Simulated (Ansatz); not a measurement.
# Formation energy and levels of the hydrogen interstitial H_i (bond centre, by Se) in ZnSe (F-43m)

Charge states of H_i (bond centre, by Se) in ZnSe (F-43m), set against the band edges. Model: a cell of 54 host atoms with 1 H put in.

Program: Ansatz 0.2.0. Level of theory: place-levels on r2SCAN runs: charge-transition levels and formation energies with image-charge correction and potential alignment at the atomic sites; PAW set soft_1. Results are calculated unless marked as measured.

### 1. The structure

The cell holds 55 atoms: 27 Zn, 27 Se and 1 H. Its edges and angles: a = 12.017 Å, b = 12.017 Å, c = 12.017 Å, α = 60.0°, β = 60.0°, γ = 60.0°. It derives from ZnSe (space group F-43m). Nearest the centre at fractional (0.375, 0.375, 0.542): H55 at 0.00 Å, Zn29 at 1.23 Å, Se28 at 1.23 Å, Se30 at 3.09 Å, Se24 at 3.09 Å, Se12 at 3.09 Å, Zn45 at 3.09 Å, Zn33 at 3.09 Å.

Coordinates:

```xyz
55
Lattice="0.0000 8.4973 8.4973 8.4973 0.0000 8.4973 8.4973 8.4973 0.0000" Properties=species:S:1:pos:R:3 pbc="T T T"
Zn    0.0000    0.0000    0.0000
Se    1.4162    1.4162    1.4162
Zn    2.8324    2.8324    0.0000
Se    4.2487    4.2487    1.4162
Zn    5.6649    5.6649    0.0000
Se    7.0811    7.0811    1.4162
Zn    2.8324    0.0000    2.8324
Se    4.2487    1.4162    4.2487
Zn    5.6649    2.8324    2.8324
Se    7.0811    4.2487    4.2487
Zn    8.4973    5.6649    2.8324
Se    9.9135    7.0811    4.2487
Zn    5.6649    0.0000    5.6649
Se    7.0811    1.4162    7.0811
Zn    8.4973    2.8324    5.6649
Se    9.9135    4.2487    7.0811
Zn   11.3298    5.6649    5.6649
Se   12.7460    7.0811    7.0811
Zn    0.0000    2.8324    2.8324
Se    1.4162    4.2487    4.2487
Zn    2.8324    5.6649    2.8324
Se    4.2487    7.0811    4.2487
Zn    5.6649    8.4973    2.8324
Se    7.0811    9.9135    4.2487
Zn    2.8324    2.8324    5.6649
Se    4.2487    4.2487    7.0811
Zn    5.6649    5.6649    5.6649
Se    7.0811    7.0811    7.0811
Zn    8.4973    8.4973    5.6649
Se    9.9135    9.9135    7.0811
Zn    5.6649    2.8324    8.4973
Se    7.0811    4.2487    9.9135
Zn    8.4973    5.6649    8.4973
Se    9.9135    7.0811    9.9135
Zn   11.3298    8.4973    8.4973
Se   12.7460    9.9135    9.9135
Zn    0.0000    5.6649    5.6649
Se    1.4162    7.0811    7.0811
Zn    2.8324    8.4973    5.6649
Se    4.2487    9.9135    7.0811
Zn    5.6649   11.3298    5.6649
Se    7.0811   12.7460    7.0811
Zn    2.8324    5.6649    8.4973
Se    4.2487    7.0811    9.9135
Zn    5.6649    8.4973    8.4973
Se    7.0811    9.9135    9.9135
Zn    8.4973   11.3298    8.4973
Se    9.9135   12.7460    9.9135
Zn    5.6649    5.6649   11.3298
Se    7.0811    7.0811   12.7460
Zn    8.4973    8.4973   11.3298
Se    9.9135    9.9135   12.7460
Zn   11.3298   11.3298   11.3298
Se   12.7460   12.7460   12.7460
H     7.7892    7.7892    6.3730
```

Known beforehand: the electronic dielectric constant, 7.48, and the static one, 10.54, computed on the host (DFPT, PBEsol, on the r2SCAN cell), and a cell off the functional's own equilibrium shifts the ionic part.

The cell's shortest repeat is 12.0 Å.

### 2. The runs of each charge state

A transition level is the Fermi level at which two charge states cost the same, so each charge needs its own total energy, at its own relaxed structure.

Random displacements of about 0.05 Å break the site symmetry at the start, so that the relaxation can reach a distorted minimum if there is one. Forces are taken at one point at (¼, ¼, ¼). The cell holds 1 electron more than the neutral one, with a uniform background that keeps it neutral on the whole.

The sampling was tested on the host first: at the k-points planned (1x1x1 shifted 0.25 0.25 0.25) its energy lies 0.060 eV an atom from the dense-mesh value, so the final energies take a denser sampling.

One of the inputs; charge, spin and start change from state to state.

qm1.relax/input.yaml

```yaml
crystal:
  lattice:
    - [0.0, 2.8324425, 2.8324425]
    - [2.8324425, 0.0, 2.8324425]
    - [2.8324425, 2.8324425, 0.0]
  atoms:
    - { symbol: Zn, position: [0.0, 0.0, 0.0] }
    - { symbol: Se, position: [0.25, 0.25, 0.25] }
  supercell: [3, 3, 3]
  defects: [{ interstitial: { symbol: H, position: [0.375, 0.375, 0.541667] } }]
total_charge: -1
basis:
  ecutwfc: 500
  xc_grid: 2
hamiltonian:
  xc: r2scan
  pseudopotentials: { kind: paw, azcp: { folder: soft_1 } }
kpoints:
  mp_grid: { grid: [1, 1, 1], shift: [0.25, 0.25, 0.25] }
scf:
  occupations: { method: fixed }
  max_iter: 80
output:
  forces: true
  charged_corrections: { epsilon: 7.48, static_epsilon: 10.54 }
relax:
  f_tol: 0.02
  max_steps: 80
  random_displacement: { amplitude: 0.05, seed: 4425 }
checkpoint:
  write: "../qm1.relax.run"
  compress: false
  write_wavefunctions: true
  write_every: 100000
```

The run is started by

```
$ ansatz run input.yaml --threads 4 --pin off --max-ram 15073MiB --backend cpu --events-out ev --progress --plain --runs-dir out
```

Defect states can disperse in a cell of this size, so the energy is taken again at a 2×2×2 shifted mesh, on the relaxed structure.

The run of this state that the levels use, under r2SCAN:

qm1.point/input.yaml

```yaml
crystal:
  checkpoint: "../qm1.relax.run"
  host: checkpoint
total_charge: -1
basis:
  ecutwfc: 500
  xc_grid: 2
hamiltonian:
  xc: r2scan
  pseudopotentials: { kind: paw, azcp: { folder: soft_1 } }
kpoints:
  mp_grid: { grid: [2, 2, 2], shift: [0.5, 0.5, 0.5] }
scf:
  occupations: { method: fermi_dirac, width: 0.01 }
  max_iter: 80
output:
  forces: true
  eigenvalues: true
  charged_corrections:
    epsilon: 7.48
    static_epsilon: 10.54
    defect_position: [0.375, 0.375, 0.541667]
  eigenstates: { localisation: true }
  populations: true
  band_densities: [{ bands: [v1, v1] }, { bands: [c1, c1] }]
  write_density: true
  write_potential: true
  volumetric_format: npy
  elf: true
checkpoint:
  read: "../qm1.relax.run"
  write: "../qm1.point.run"
  compress: false
  write_wavefunctions: false
  write_every: 100000
```

Relaxations under r2SCAN at one point at (¼, ¼, ¼); times on 4 threads of Arm Neoverse V2, shared host:

| charge | moment (μB) | occupations | outcome | steps | largest displacement against the far atoms (Å) | time |
| --- | --- | --- | --- | --- | --- | --- |
| −1 | 0 | fixed | converged | 21 | 2.18 | 14 min |
| 0 | 1 | fixed | converged | 7 | 0.58 | 13 min |
| +1 | 0 | fixed | converged | 9 | 0.72 | 6.3 min |

Single points under r2SCAN at a 2×2×2 shifted mesh; times on 4 threads of Arm Neoverse V2, shared host:

| charge | moment (μB) | occupations | outcome | time |
| --- | --- | --- | --- | --- |
| −1 | 0 | fermi-dirac | converged | 4.9 min |
| 0 | 1 | fermi-dirac | converged | 11 min |
| +1 | 0 | fermi-dirac | converged | 4.5 min |

Distances (Å) from H55 to the nearest atoms after relaxation with r2SCAN:

| charge | moment (μB) | 1. | 2. | 3. | 4. | 5. | 6. |
| --- | --- | --- | --- | --- | --- | --- | --- |
| −1 | 0 | Zn 1.69 | Zn 1.77 | Zn 2.59 | Zn 2.60 | Se 2.85 | Se 2.85 |
| 0 | 1 | Zn 1.64 | Se 1.74 | Zn 3.03 | Se 3.17 | Se 3.17 | Zn 3.23 |
| +1 | 0 | Se 1.46 | Zn 2.10 | Zn 3.10 | Zn 3.11 | Se 3.14 | Zn 3.24 |

### 3. Placing the levels, r2SCAN

A charged cell interacts with its images and the background, and its potential has another zero than the host's. place-levels removes the first by a point-charge model, screened by the static dielectric constant since the ions have relaxed around the charge, and the second by comparing potentials at atoms far from the defect.

The host is a run of the defect-free crystal in the same cutoffs, grids and k-points, so that basis and sampling errors cancel in part in the differences. The host is run in a cell of 2 atoms on a matching mesh. Its band edges are searched through the zone by a band path, so the gap is smaller than, or equal to, that on the mesh. Chemical potentials are energies per atom of H (H2 molecule), run with the same functional and cutoff.

levels.point.yaml

```yaml
host:
  run: host.point.run
states: [qm1.point.run, q0_M1.point.run, qp1.point.run]
geometry_from:
  qm1.point.run: qm1.relax.run
  q0_M1.point.run: q0_M1.relax.run
  qp1.point.run: qp1.relax.run
  host.point.run: host.relax.run
chemical_potentials:
  H:
    energy: -15.945394
    dataset: "<sha256 of the dataset>"
epsilon: 7.48
static_epsilon: 10.54
vertical:
  - { from: qm1.point.run, to: qm1.point_neutral.run }
  - { from: qp1.point.run, to: qp1.point_neutral.run }
```

The run is started by

```
$ ansatz place-levels levels.point.yaml -- --threads 4 --pin off --max-ram 15073MiB
```

Numbers of over 12 decimals in the logs are rounded to 6 here.

Output:

```text
[... repeated set-up lines and file paths are left out, and long positions are rounded to six places ...]
(+1/0) 1.964 eV above the valence edge, in the conduction band; not on the lower envelope
(0/-1) 0.682 eV above the valence edge, 1.181 eV under the conduction edge; not on the lower envelope
(+1/-1) 1.323 eV above the valence edge, 0.539 eV under the conduction edge: charges between them are lowest nowhere
formation energy of charge +1: +0.476 eV with the Fermi level at the valence edge
formation energy of charge 0: +2.441 eV with the Fermi level at the valence edge
formation energy of charge -1: +3.122 eV with the Fermi level at the valence edge
vertical -1 to 0: no energy, since no alignment is typed
  the change from vertical[0].from (qm1.point.run) to vertical[0].to (qm1.point_neutral.run): by its potential at epsilon 7.48 it stands at 0.344 0.346 0.568, with an rms radius of about 2.8 Å (1.4 1.4 1.9 Å across the planes of the cell's vectors); [...]
vertical +1 to 0: no energy, since no alignment is typed
  the change from vertical[1].from (qp1.point.run) to vertical[1].to (qp1.point_neutral.run): by its potential at epsilon 7.48 it stands at 0.389 0.388 0.645, with an rms radius of about 2.9 Å (1.0 1.0 2.6 Å across the planes of the cell's vectors); [...]
  edges by r2scan, gap 1.862 eV; the host is sampled to repeats of 24.03 Å
  the defect's cells are sampled to repeats of 24.03 Å, like sampling
  charge +1: -237770.6452 eV with its correction of +0.195 eV, at epsilon 10.54, aligned at sites: +0.0103 eV, mean over 16 atomic sites at or beyond 6.01 Å from the defect at [0.3750, 0.3750, 0.5417], with +0.000000 for the charge's moments and without [...]
  charge 0: +0.000 eV for its dipole among its images, +0.001 omitted
  charge -1: -237755.5033 eV with its correction of +0.168 eV, at epsilon 10.54, aligned at sites: +0.0160 eV, mean over 16 atomic sites at or beyond 6.01 Å from the defect at [0.3750, 0.3750, 0.5417], with +0.000000 for the charge's moments and without [...]
  of states[2] (qp1.point.run): it parts from the run at its places by a charge that spreads by about 2.6 Å along one vector (1.7 Å or more is wide), by its potential at epsilon 7.48, taken for that of held ions (one typed too small widens it), where the cell [...]
  of states[1] (q0_M1.point.run): its displacements don't fall off away from the defect: farther atoms stand 0.017 Å off the host's places. [...]
  of states[0] (qm1.point.run): it parts from the run at its places by a charge that spreads by about 1.9 Å along one vector (1.7 Å or more is wide), by its potential at epsilon 7.48, taken for that of held ions (one typed too small widens it), where the cell [...]
  of vertical[0].from (qm1.point.run): its displacements don't fall off away from the defect: farther atoms stand 0.025 Å off the host's places. [...]
  vertical[0].to (qm1.point_neutral.run): levels filled in part (TS 0.001 eV): its energy is of no whole electron's
  of vertical[0].to (qm1.point_neutral.run): its displacements don't fall off away from the defect: farther atoms stand 0.025 Å off the host's places. [...]
  of vertical[1].from (qp1.point.run): it parts from the run at its places by a charge that spreads by about 2.6 Å along one vector (1.7 Å or more is wide), by its potential at epsilon 7.48, taken for that of held ions (one typed too small widens it), where [...]
  vertical[1].to (qp1.point_neutral.run): levels filled in part (TS 0.002 eV): its energy is of no whole electron's
  of vertical[1].to (qp1.point_neutral.run): its moments are held at its close (magnetization.spin_locking), by a field of 0.341 eV a Bohr magneton, and its energy and levels are of the state that this holds: a run that lets them go can end lower; [...]
```

The job ended after 0.26 s (4 threads of Arm Neoverse V2, shared host).

Levels between the charges placed, in eV above the valence top:

|  | gap (eV) | (+1/0) | (0/−1) |
| --- | --- | --- | --- |
| r2SCAN | 1.86 | 1.96 | 0.68 |

Corrections by state:

```csv
charge,moment (μB),image terms and alignment (eV),band filling (eV),ε used,"over the lowest of its charge, as the program ranks them, band filling apart (eV)"
+1,0.0,0.195,-,10.54,0.000
0,1.0,0.000,-,-,0.000
−1,0.0,0.168,-,10.54,0.000
```

The charged structures listed were also run neutral, and place-levels reads from each pair, by the potential or the spins, how wide the charge is by which they differ; that can be the carrier of either run.

| charge | rms radius (Å) | spread where it is widest against the cell (Å) | wide from (Å) | reading |
| --- | --- | --- | --- | --- |
| +1 | 2.9 | 2.56 | 1.70 | wide |
| −1 | 2.8 | 1.90 | 1.70 | wide |

The neutral runs of these pairs need not share the spin of the lowest neutral state, and very wide values only mean spread over the cell.

From the program's caveats on the states, each cut to its opening words:

- charge +1: it parts from the run at its places by a charge that spreads by about 2.6 Å along one vector (1.7 Å or more is wide), by its potential at epsilon 7.48, taken [...]
- charge 0 (1 μB): its displacements don't fall off away from the defect: farther atoms stand 0.017 Å off the host's places
- charge 0 (1 μB): flagged: stability check not made
- charge −1: it parts from the run at its places by a charge that spreads by about 1.9 Å along one vector (1.7 Å or more is wide), by its potential at epsilon 7.48, taken [...]
- charge −1: its displacements don't fall off away from the defect: farther atoms stand 0.025 Å off the host's places

The host's formation energy from the elements is -0.850 eV per atom; it sets how far the chemical potentials can move.

Limit set by the element alone; other compounds of these elements are not counted. Chemical potentials from the elements' reference states: Se 0.00 eV, Zn -1.70 eV, H 0.00 eV. Formation energies (Se-rich), with the Fermi level at the valence top and at the conduction bottom (gap 1.86 eV):

```
charge  at valence top (eV)  at conduction bottom (eV)  correction included (eV)
    +1                 0.48                       2.34                      0.19
     0                 2.44                       2.44                      0.00
    −1                 3.12                       1.26                      0.17
```

(Fermi level (eV), lowest formation energy (eV)): (0.00, 0.48), (0.17, 0.65), (0.34, 0.81), (0.51, 0.98), (0.68, 1.15), (0.85, 1.32), (1.02, 1.49), (1.19, 1.66), (1.35, 1.77), (1.52, 1.60), (1.69, 1.43), (1.86, 1.26)

Limit set by the element alone; other compounds of these elements are not counted. Chemical potentials from the elements' reference states: Zn 0.00 eV, Se -1.70 eV, H 0.00 eV. Formation energy by charge state (Zn-rich; gap 1.86 eV):

```csv
charge,at valence top (eV),at conduction bottom (eV),correction included (eV)
+1,0.48,2.34,0.19
0,2.44,2.44,0.00
−1,3.12,1.26,0.17
```

(Fermi level (eV), lowest formation energy (eV)): (0.00, 0.48), (0.17, 0.65), (0.34, 0.81), (0.51, 0.98), (0.68, 1.15), (0.85, 1.32), (1.02, 1.49), (1.19, 1.66), (1.35, 1.77), (1.52, 1.60), (1.69, 1.43), (1.86, 1.26)

### 4. Results

```
gap of the host                                                          : 1.86 eV (r2SCAN)
level (plus 1/0)                                                         : 1.96 eV above the valence top, past the conduction bottom, not a change between lowest states
level (0/minus 1)                                                        : 0.68 eV above the valence top, not a change between lowest states
level (plus 1/minus 1)                                                   : 1.32 eV above the valence top
lowest of the charges placed, just above the valence top (0.02 eV)       : +1
lowest of the charges placed, just below the conduction bottom (0.02 eV) : −1
lowest formation energy at mid-gap of the charges run, Se-rich           : 1.41 eV
lowest formation energy at mid-gap of the charges run, Zn-rich           : 1.41 eV
```

What this shows: Of the charges placed (−1, 0 and +1), the lowest changes at 1.32 eV (+1/−1) above the valence top, in a gap of 1.86 eV. (+1/−1) passes over charge 0, which lies 0.64 eV above the two there; a lower structure or spin state of it, if missed, would change that. Charges above +1 and below −1 were not placed, so these runs say nothing of levels that involve them. States placed: +1 at 0 μB; 0 at 1 μB; −1 at 0 μB. Other spin states or structures, where not listed, weren't placed. At charge −1 the atom put in ends up to 2.1 Å from its starting place, so the name tells the start alone and the levels can join different sites. H is taken at its element; compounds, which aren't counted here, bound the chemical potentials and would shift these formation energies. What this leaves open: r2SCAN makes the gap too small and tends to spread out bound carriers; force components of up to 0.20 eV/Å remain in a run at the final settings.

[Logs are printed without paths, hosts, clocks, repeated set-up lines and the standing remarks that a program may print on its own settings, such as how far it seeks lower states.]

[Hosts, paths, dates, database ids (printed as entryN), source tags and the programs' standing remarks are cut or masked in the printed files.]

[Where a table of states has a column of steps, it counts the stored structures, which are thinned; the runs took as many ionic steps or more.]

[A defect's name tells the site on which it was built; relaxed atoms can leave that site.]

[For some hosts the program warned that the k-mesh of the response run may be too coarse for force constants and the static dielectric constant; such warnings are not shown here.]
